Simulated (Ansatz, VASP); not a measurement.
## C: VASP beside Ansatz

Contents of INCAR:

```
SYSTEM = C
PREC     = Accurate       ! precision mode
ENCUT    = 600            ! plane-wave cutoff, eV
EDIFF    = 1E-6           ! SCF threshold, eV
ISMEAR   = -1             ! smearing method
SIGMA    = 0.05           ! smearing width, eV
LREAL    = .False.        ! projectors in reciprocal space
LASPH    = .True.         ! aspherical terms in the spheres
NELM     = 100            ! most SCF steps
ALGO     = Normal         ! electronic algorithm
ISIF     = 3              ! what is computed and relaxed
LWAVE    = .False.        ! write WAVECAR
LCHARG   = .False.        ! write CHGCAR
GGA      = RE             ! functional
IVDW     = 13             ! dispersion correction
IBRION   = 2              ! ionic algorithm
NSW      = 40             ! ionic steps
EDIFFG   = -0.02          ! ionic threshold
```

File KPOINTS:

```
Automatic mesh
0
Gamma
  12 12 4
  0 0 0
```

Contents of POSCAR:

```
C
1.0
    2.5221000000      0.0000000000      0.0000000000
   -1.2610500000      2.1842026709      0.0000000000
    0.0000000000      0.0000000000      8.2371000000
C
8
Direct
    0.6666666667      0.3333333333      0.8437500000
    0.3333333333      0.6666666667      0.3437500000
    0.6666666667      0.3333333333      0.6562500000
    0.3333333333      0.6666666667      0.1562500000
    0.0000000000      0.0000000000      0.9062500000
    0.0000000000      0.0000000000      0.4062500000
    0.0000000000      0.0000000000      0.5937500000
    0.0000000000      0.0000000000      0.0937500000
```

The input input.yaml:

```yaml
crystal:
  lattice:
    - [2.5221, 0.0, 0.0]
    - [-1.26105, 2.1842026709, 0.0]
    - [0.0, 0.0, 8.2371]
  atoms:
    - { symbol: C, position: [0.6666666667, 0.3333333333, 0.84375] }
    - { symbol: C, position: [0.3333333333, 0.6666666667, 0.34375] }
    - { symbol: C, position: [0.6666666667, 0.3333333333, 0.65625] }
    - { symbol: C, position: [0.3333333333, 0.6666666667, 0.15625] }
    - { symbol: C, position: [0.0, 0.0, 0.90625] }
    - { symbol: C, position: [0.0, 0.0, 0.40625] }
    - { symbol: C, position: [0.0, 0.0, 0.59375] }
    - { symbol: C, position: [0.0, 0.0, 0.09375] }
hamiltonian:
  xc: revpbe
  pseudopotentials: { kind: paw }
  dispersion: d4
kpoints:
  mp_grid: { grid: [12, 12, 4] }
scf:
  occupations: { method: fermi_dirac, width: 0.05 }
output:
  forces: true
  stress: true
  write_density: true
  write_potential: true
  elf: true
  volumetric_format: npy
relax:
  f_tol: 0.01
  max_steps: 40
  cell: { stress_tol: 0.05 }
```

This is a hexagonal form of diamond, not graphite.

Alike in both runs: task relaxation of cell and atoms; functional revPBE; dispersion D4; k mesh 12 × 12 × 4; occupations fermi-dirac, width 0.05 eV; no spin polarisation.

|  | VASP | Ansatz |
| --- | --- | --- |
| version | VASP 6.6.1 | Ansatz 0.2.0 |
| potentials or method | VASP PAW PBE potentials, release 64 (C) | Ansatz PAW |
| plane-wave cutoff (eV) | 600 | 420 |
| valence electrons in the cell | 32 | 32 |

|  | VASP | Ansatz | Ansatz less VASP |
| --- | --- | --- | --- |
| gap on the k mesh at the Fermi level, each at its own relaxed structure (eV) | 4.57 | 4.58 | +0.009 |
| relaxed volume (Å³/atom) | 5.59 | 5.59 | +0.004 |
| relaxed cell length with the largest relative difference (Å) | 2.502 | 2.502 | +0.0006 |
| energy change over the relaxation (meV/atom) | -4 | -4 | +0.1 |

Caveats: the PAW data sets were made with another functional, which shifts forces and pressure a little (VASP); the plane-wave basis is chosen anew once the cell has moved, so the energies of steps on either side of that aren't comparable (Ansatz); the pressure holds a Pulay correction of +0.9 GPa for the finite cutoff (Ansatz); the PAW data sets come from PBE, with cores solved anew for the run's functional, which leaves a small shift of forces and pressure (Ansatz). A k mesh can miss the band edges.
